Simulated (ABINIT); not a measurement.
A calculation with ABINIT 10.8.3 (patched build) of CuO (ASE script, structure from a P1 CIF):

run.py

```python
import json, os
import numpy as np
from ase.units import GPa
from ase.calculators.abinit import Abinit, AbinitProfile
from ase.io import read

atoms = read('CuO.cif')

profile = AbinitProfile(command='mpirun --bind-to none -np 4 abinit', pp_paths=[os.path.abspath('pseudos')])
params = dict(
    pps='pawxml', xc='PBE',
    chksymtnons=0,
    tolsym=1e-06,
    ecut=707.496,
    pawecutdg=1306.1465,
    pawxcdev=0,
    pawovlp=30,
    kptopt=1,
    ngkpt=[7, 7, 7],
    nshiftk=1,
    shiftk=[0.0, 0.0, 0.0],
    ixc=11,
    nband=45,
    occopt=3,
    tsmear=0.05,
    nstep=100,
    tolvrs=1e-09,
    prtwf=0,
    prtden=0,
)

atoms.calc = Abinit(profile=profile, directory='run', **params)
energy = atoms.get_potential_energy()
forces = atoms.get_forces()
stress = atoms.get_stress()
print(f'energy {energy:.6f} eV')
print('forces (eV/A)')
print(np.round(forces, 5))
print('stress (GPa, Voigt, tension positive)', np.round(stress / GPa, 4))
json.dump(dict(energy=energy, forces=forces.tolist(), stress=stress.tolist(), cell=atoms.cell.tolist(), frac=atoms.get_scaled_positions(wrap=False).tolist()), open('results.json', 'w'))
```

CuO.cif

```cif
data_CuO
_cell_length_a 4.16093700
_cell_length_b 4.16093700
_cell_length_c 3.88764300
_cell_angle_alpha 90.00000000
_cell_angle_beta 90.00000000
_cell_angle_gamma 90.00000000
_space_group_name_H-M_alt 'P1'
_space_group_name_Hall 'P 1'
_space_group_IT_number 1
loop_
_space_group_symop_operation_xyz
'x,y,z'
loop_
_atom_site_label
_atom_site_type_symbol
_atom_site_symmetry_multiplicity
_atom_site_Wyckoff_symbol
_atom_site_fract_x
_atom_site_fract_y
_atom_site_fract_z
_atom_site_occupancy
Cu1 Cu 1 a 0.9775528800 0.9881666000 0.9603305800 1
Cu2 Cu 1 a 0.0396695900 0.5261100300 0.5181672900 1
Cu3 Cu 1 a 0.4811597400 0.9934184900 0.5059234600 1
O1 O 1 a 0.0110367000 0.5028174100 0.9754800000 1
O2 O 1 a 0.4613573800 0.9887535000 0.9867417100 1
O3 O 1 a 0.0292236900 0.0007339600 0.5533569500 1
```

Potentials or basis: JTH PAW PBE v2.0.

Run with:

```console
$ python run.py
```

The cell comes from a database or a generator and needn't be the stable form of this composition.

Q: Write the same calculation in another form: native input, structure from a POSCAR.

A: As run:

run.abi

```
# Pseudopotentials
pp_dirpath "./"
pseudos "Cu.GGA_PBE-JTH.xml, O.GGA_PBE-JTH.xml"

# Structure
structure "poscar:POSCAR"
natom 6
chkprim 0
chksymtnons 0
tolsym 1.0e-6

# Plane-wave basis
ecut 26.0
pawecutdg 48.0
pawxcdev 0
pawovlp 30

# k points
kptopt 1
ngkpt 7 7 7
nshiftk 1
shiftk 0.0 0.0 0.0

# Exchange and correlation
ixc 11

# Bands and occupations
nband 45
occopt 3
tsmear 0.00183747

# SCF cycle
nstep 100
tolvrs 1.0e-9

# Output
iomode 3
prtwf 0
prtden 0
prteig 0
prtebands 0
enunit 1
```

File POSCAR:

```
CuO
1.0
    4.1609370000      0.0000000000      0.0000000000
    0.0000000000      4.1609370000      0.0000000000
    0.0000000000      0.0000000000      3.8876430000
Cu O
3 3
Direct
    0.9775528800      0.9881666000      0.9603305800  Cu
    0.0396695900      0.5261100300      0.5181672900  Cu
    0.4811597400      0.9934184900      0.5059234600  Cu
    0.0110367000      0.5028174100      0.9754800000  O
    0.4613573800      0.9887535000      0.9867417100  O
    0.0292236900      0.0007339600      0.5533569500  O
```

Potentials or basis: JTH PAW PBE v2.0.

The run is started by

```console
$ mpirun --bind-to none -np 4 abinit run.abi > log 2>&1
```

Both were run:

|  | ASE script, structure from a P1 CIF | native input, structure from a POSCAR |
| --- | --- | --- |
| Pressure | 16.5 GPa | 16.5 GPa |
| Largest force | 10.165 eV/Å | 10.165 eV/Å |
| Band gap on the k mesh | none (metal or under the smearing width) | none (metal or under the smearing width) |

Keys that steer only the numerical path or the files written may differ.

Caveat: so large a pressure means that the cell lies far from this level's equilibrium, or that cutoff or potentials fall short; an odd number of electrons without spin polarisation forces a metal; a magnetic or distorted state may lie lower; the run has no spin polarisation, though such a crystal can be magnetic; semilocal functionals often make such compounds metallic where correlation or magnetic order opens a gap, which also shifts bond lengths; the atomic spheres overlap.
